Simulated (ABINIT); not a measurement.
# AlN (P6_3mc) in ABINIT: a series of runs, part 2 of 2

ABINIT 10.8.3 (patched build). The steps go on from the part before.

### Step 4. Single point, PBE

The input, run.abi:

```
# Pseudopotentials
pp_dirpath "./"
pseudos "Al.upf, N.upf"

# Structure
acell 3*1.0
rprim
     5.8827174260     0.0000000000     0.0000000000
    -2.9413587130     5.0945827342     0.0000000000
     0.0000000000     0.0000000000     9.4127258268
ntypat 2
znucl 13 7
natom 4
typat 1 1 2 2
xred
     0.6666666667     0.3333333333     0.5000000000
     0.3333333333     0.6666666667     0.0000000000
     0.6666666667     0.3333333333     0.8800000000
     0.3333333333     0.6666666667     0.3800000000

# Plane-wave basis
ecut 36.0

# k points
kptopt 1
ngkpt 8 8 4
nshiftk 1
shiftk 0.0 0.0 0.0

# Exchange and correlation
ixc 11

# Bands and occupations
nband 12
occopt 3
tsmear 0.05 eV

# SCF cycle
nstep 100
tolvrs 1.0e-10

# Output
iomode 3
prtwf 0
prtden 0
prteig 0
prtebands 0
```

Potentials or basis: PseudoDojo NC SR PBE v0.4.1 standard.

On the command line:

```
$ abinit run.abi > log 2>&1
```

run.abo:

```text
.Version 10.8.3 of ABINIT
 Symmetries : space group P6_3 m c (#186); Bravais hP (primitive hexag.)
================================================================================
 Values of the parameters that define the memory need of the present run
     intxc =       0    ionmov =       0      iscf =       7    lmnmax =       6
     lnmax =       6     mgfft =      54  mpssoang =       3    mqgrid =    3001
     natom =       4  nloc_mem =       1    nspden =       1   nspinor =       1
    nsppol =       1      nsym =      12    n1xccc =    2501    ntypat =       2
    occopt =       3   xclevel =       2
       mpw =        2937          nfft =       55296          nkpt =          30
================================================================================
================================================================================

--------------------------------------------------------------------------------
------------- Echo of variables that govern the present computation ------------
--------------------------------------------------------------------------------
 -outvars: echo values of preprocessed input variables --------
            acell      1.0000000000E+00  1.0000000000E+00  1.0000000000E+00 Bohr
              amu      2.69815390E+01  1.40067400E+01
             ecut      3.60000000E+01 Hartree
              ixc          11
         kptrlatt        8    0    0      0    8    0      0    0    4
          kptrlen      3.76509033E+01
            natom           4
            nband          12
            ngfft          32      32      54
             nkpt          30
            nstep         100
             nsym          12
           ntypat           2
           occopt           3
           prtden           0
        prtebands           0
           prteig           0
            prtwf           0
            rprim      5.8827174260E+00  0.0000000000E+00  0.0000000000E+00
                      -2.9413587130E+00  5.0945827342E+00  0.0000000000E+00
                       0.0000000000E+00  0.0000000000E+00  9.4127258268E+00
          spgroup         186
           tolvrs      1.00000000E-10
           tsmear      1.83746611E-03 Hartree
            typat      1  1  2  2
           xangst      1.5564999990E+00  8.9864569339E-01  2.4904999983E+00
[... 151 lines left out ...]
    2     -0.00000000000000     0.00000000000000    -0.13055925090517
    3      0.00000000000000    -0.00000000000000     0.13055925090517
    4     -0.00000000000000     0.00000000000000     0.13055925090517
 frms,max,avg= 7.5378419E-02 1.3055925E-01   0.000E+00  0.000E+00 -1.892E-06 e/A
 length scales=  1.000000000000  1.000000000000  1.000000000000 bohr
              =  0.529177210544  0.529177210544  0.529177210544 angstroms
 Fermi (or HOMO) energy (hartree) =   0.25739   Average Vxc (hartree)=  -0.39341
 Eigenvalues (hartree) for nkpt=  30  k points:
 kpt#   1, nband= 12, wtk=  0.00391, kpt=  0.0000  0.0000  0.0000 (reduced coord)
  -0.36130   -0.28226   -0.02427    0.16473    0.16473    0.18866    0.18866    0.19527
   0.35038    0.44062    0.59328    0.60656
      occupation numbers for kpt#   1
   2.00000    2.00000    2.00000    2.00000    2.00000    2.00000    2.00000    2.00000
   0.00000    0.00000    0.00000    0.00000
 prteigrs : prtvol=0 or 1, do not print more k-points.

--- !EnergyTerms
iteration_state     : {dtset: 1, }
comment             : Components of total free energy in Hartree
kinetic             :  1.63747075297719E+01
hartree             :  5.68872806549637E+00
xc                  : -8.49811854857466E+00
Ewald energy        : -2.17432241418277E+01
psp_core            :  1.05394762626196E+00
local_psp           : -1.71228524450867E+01
non_local_psp       : -1.34132556061828E+00
internal            : -2.55881374745771E+01
'-kT*entropy'       :  1.25294605474896E-15
total_energy        : -2.55881374745771E+01
total_energy_eV     : -6.96288692135979E+02
band_energy         :  5.34934754647900E-02
...

 Cartesian components of stress tensor (hartree/bohr^3)
  sigma(1 1)= -8.12551220E-05  sigma(3 2)=  0.00000000E+00
  sigma(2 2)= -8.12551220E-05  sigma(3 1)=  0.00000000E+00
  sigma(3 3)= -1.36985333E-04  sigma(2 1)=  0.00000000E+00

-Cartesian components of stress tensor (GPa)         [Pressure=  2.9372E+00 GPa]
- sigma(1 1)= -2.39060823E+00  sigma(3 2)=  0.00000000E+00
- sigma(2 2)= -2.39060822E+00  sigma(3 1)=  0.00000000E+00
- sigma(3 3)= -4.03024764E+00  sigma(2 1)=  0.00000000E+00

== END DATASET(S) ==============================================================
================================================================================

 -outvars: echo values of variables after computation  --------
            acell      1.0000000000E+00  1.0000000000E+00  1.0000000000E+00 Bohr
           etotal     -2.5588137475E+01
            fcart     -1.1443033160E-29  6.6066382755E-30 -2.5389731923E-03
                      -1.1443033160E-29  6.6066382755E-30 -2.5389731923E-03
                       3.4329099481E-29 -4.6246467928E-29  2.5389731923E-03
                      -1.1443033160E-29  3.3033191377E-29  2.5389731923E-03
            rprim      5.8827174260E+00  0.0000000000E+00  0.0000000000E+00
                      -2.9413587130E+00  5.0945827342E+00  0.0000000000E+00
                       0.0000000000E+00  0.0000000000E+00  9.4127258268E+00
           strten     -8.1255122014E-05 -8.1255122012E-05 -1.3698533305E-04
                       0.0000000000E+00  0.0000000000E+00  0.0000000000E+00
           xangst      1.5564999990E+00  8.9864569339E-01  2.4904999983E+00
                      -1.1544683054E-17  1.7972913868E+00  0.0000000000E+00
                       1.5564999990E+00  8.9864569339E-01  4.3832799970E+00
                      -1.1544683054E-17  1.7972913868E+00  1.8927799987E+00
             xred      6.6666666667E-01  3.3333333333E-01  5.0000000000E-01
                       3.3333333333E-01  6.6666666667E-01  0.0000000000E+00
                       6.6666666667E-01  3.3333333333E-01  8.8000000000E-01
                       3.3333333333E-01  6.6666666667E-01  3.8000000000E-01
 Calculation completed.
```

Wall time 34 s (1 thread of Intel Xeon at 2.70GHz, shared host); peak memory 0.08 GiB.

What came out:

* Free energy: -696.2887 eV
* Pressure: 2.9 GPa
* Largest force: 0.131 eV/Å
* Band gap on the k mesh: 4.22 eV, direct
* Valence electrons inside the program's atomic spheres: Al 1.10; N 5.38

Forces on the atoms (eV/Å):
```
Al   0.000  0.000 -0.131
Al   0.000  0.000 -0.131
N    0.000  0.000  0.131
N    0.000  0.000  0.131
```

Stress tensor (GPa, compression positive):
```
2.39 0.00 0.00
0.00 2.39 0.00
0.00 0.00 4.03
```

Caveat: the cutoff is short for stress, so the pressure is rough. Expect the measured gap to be larger: semilocal functionals such as PBE lack the derivative discontinuity.

### Step 5. Relaxation of cell and atoms, PBEsol

The input, run.abi:

```
# Pseudopotentials
pp_dirpath "./"
pseudos "Al.upf, N.upf"

# Structure
acell 5.882717426 5.882717426 9.4127258268
rprim
     1.0000000000     0.0000000000     0.0000000000
    -0.5000000000     0.8660254038     0.0000000000
     0.0000000000     0.0000000000     1.0000000000
ntypat 2
znucl 13 7
natom 4
typat 1 1 2 2
chkprim 0
chksymtnons 0
tolsym 1.0e-6
xred
            2/3            1/3            1/2
            1/3            2/3            0.0
            2/3            1/3   0.8800000000
            1/3            2/3   0.3800000000

# Plane-wave basis
ecut 42.0
ecutsm 0.5

# k points
kptopt 1
ngkpt 8 8 4
nshiftk 1
shiftk 0.0 0.0 0.0

# Exchange and correlation
ixc -116133

# Bands and occupations
nband 12
occopt 3
tsmear 0.05 eV

# SCF cycle
nstep 80
tolvrs 1.0e-12

# Output
iomode 3
prteig 0
prtebands 0
prtwf 0
prtden 0

# Relaxation
ionmov 2
optcell 2
ntime 50
tolmxf 2.0e-5
dilatmx 1.08
```

Potentials or basis: PseudoDojo NC SR PBEsol v0.4.1 standard.

On the command line:

```
$ abinit run.abi > log 2>&1
```

Wall time 4.7 min (1 thread of Arm Neoverse V1, shared host); peak memory 0.11 GiB.

Results (log left out):

```yaml
Free_energy: -694.7041 eV
Relaxed_volume: 10.46 Å³/atom
Relaxed_cell: a = 3.113 Å, b = 3.113 Å, c = 4.983 Å, α = 90.00°, β = 90.00°, γ = 120.00°
Space_group_after_relaxing_to_0.05_Å: P6_3mc (No. 186)
Energy_gained_by_relaxing: 0.3 meV/atom
Ionic_steps: 7
Pressure_after_relaxing: 0.0 GPa
Band_gap_on_the_k_mesh: 4.10 eV, direct
```

The path:
```tsv
step	energy change (eV)	largest force (eV/Å)	pressure (GPa)	volume (Å³)
1	0.0000	0.1321	0.13	41.80
2	-0.0008	0.0755	0.05	41.82
3	-0.0012	0.0214	-0.02	41.83
4	-0.0012	0.0123	-0.02	41.83
5	-0.0013	0.0046	-0.01	41.83
6	-0.0013	0.0025	-0.01	41.82
7	-0.0013	0.0003	0.00	41.82
```

Final structure:
```cif
data_structure
_symmetry_space_group_name_H-M 'P 1'
_symmetry_Int_Tables_number 1
_cell_length_a 3.1132
_cell_length_b 3.1132
_cell_length_c 4.9829
_cell_angle_alpha 90.000
_cell_angle_beta 90.000
_cell_angle_gamma 120.000
_cell_volume 41.82
loop_
_atom_site_label
_atom_site_type_symbol
_atom_site_fract_x
_atom_site_fract_y
_atom_site_fract_z
_atom_site_occupancy
Al1 Al 0.66667 0.33333 0.49902 1
Al2 Al 0.33333 0.66667 0.99902 1
N1 N 0.66667 0.33333 0.88098 1
N2 N 0.33333 0.66667 0.38098 1
```

### Step 6. Single point, PBEsol (cell relaxed)

The input, run.abi:

```
# Pseudopotentials
pp_dirpath "./"
pseudos "Al.upf, N.upf"

# Structure
acell 3*1.0 Angstrom
rprim
     3.1131585000     0.0000000000     0.0000000000
    -1.5565792500     2.6960743500     0.0000000000
     0.0000000000     0.0000000000     4.9828579200
ntypat 2
znucl 13 7
natom 4
typat 1 1 2 2
xred
     0.6666666700     0.3333333300     0.4990224300
     0.3333333300     0.6666666700    -0.0009775700
     0.6666666700     0.3333333300     0.8809775700
     0.3333333300     0.6666666700     0.3809775700
chkprim 0
chksymtnons 0
tolsym 1.0e-6

# Plane-wave basis
ecut 42.0

# k points
kptopt 1
ngkpt 8 8 4
nshiftk 1
shiftk 0.0 0.0 0.0

# Exchange and correlation
ixc -116133

# Bands and occupations
nband 12
occopt 3
tsmear 0.05 eV

# SCF cycle
nstep 100
tolvrs 1.0e-10

# Output
iomode 3
prtwf 0
prtden 0
prteig 0
prtebands 0
```

Potentials or basis: PseudoDojo NC SR PBEsol v0.4.1 standard.

On the command line:

```
$ abinit run.abi > log 2>&1
```

Wall time 39 s (1 thread of Arm Neoverse V1, shared host); peak memory 0.09 GiB.

It converged, with:

```
Free energy                                           : -694.7041 eV
Pressure                                              : 0.0 GPa
Band gap on the k mesh                                : 4.10 eV, direct
Valence electrons inside the program's atomic spheres : Al 1.10; N 5.36
```

Levels at points of the mesh, in eV from the valence-band top:
| k point | band 5 | band 6 | band 7 | band 8 | band 9 | band 10 | band 11 | band 12 |
| --- | --- | --- | --- | --- | --- | --- | --- | --- |
| (0.00, 0.00, 0.00) | -0.88 | -0.22 | -0.22 | 0.00 | 4.10 | 6.55 | 10.52 | 11.03 |
| (0.50, 0.00, 0.00) | -3.38 | -2.12 | -1.81 | -0.70 | 5.68 | 5.68 | 8.07 | 10.19 |
| (0.00, 0.00, 0.50) | -0.56 | -0.56 | -0.56 | -0.56 | 6.36 | 6.36 | 10.19 | 10.19 |
| (0.50, 0.00, 0.50) | -1.49 | -1.49 | -1.38 | -1.38 | 5.18 | 5.18 | 9.14 | 9.14 |

### Step 7. The runs side by side

```tsv
task	level	potentials or basis	cell	cutoff (eV)	cell freedom (optcell)	optimiser (ionmov)	cutoff smearing ecutsm (Ha)	force stop (Ha/bohr)	gap on the mesh (eV)	pressure (GPa)	relaxed volume (Å³/atom)
relaxation of cell and atoms	PBE	PseudoDojo NC SR PBE v0.4.1 standard	relaxed	1143	2	2	0.5	2e-05	4.06	0.0	10.63
single point	PBE	PseudoDojo NC SR PBE v0.4.1 standard	cell relaxed	1143	-	-	-	-	4.06	0.0	-
single point	PBE	PseudoDojo NC SR PBE v0.4.1 standard	as given	980	-	-	-	-	4.22	2.9	-
relaxation of cell and atoms	PBEsol	PseudoDojo NC SR PBEsol v0.4.1 standard	relaxed	1143	2	2	0.5	2e-05	4.10	0.0	10.46
single point	PBEsol	PseudoDojo NC SR PBEsol v0.4.1 standard	cell relaxed	1143	-	-	-	-	4.10	0.0	-
```

Alike in all rows: no spin polarisation; k mesh 8 × 8 × 4; smearing fermi-dirac 0.05 eV.

Caveats: the cutoff is short for stress, so the pressure is rough (some runs).

Absolute energies hang on the potentials; compare differences alone.
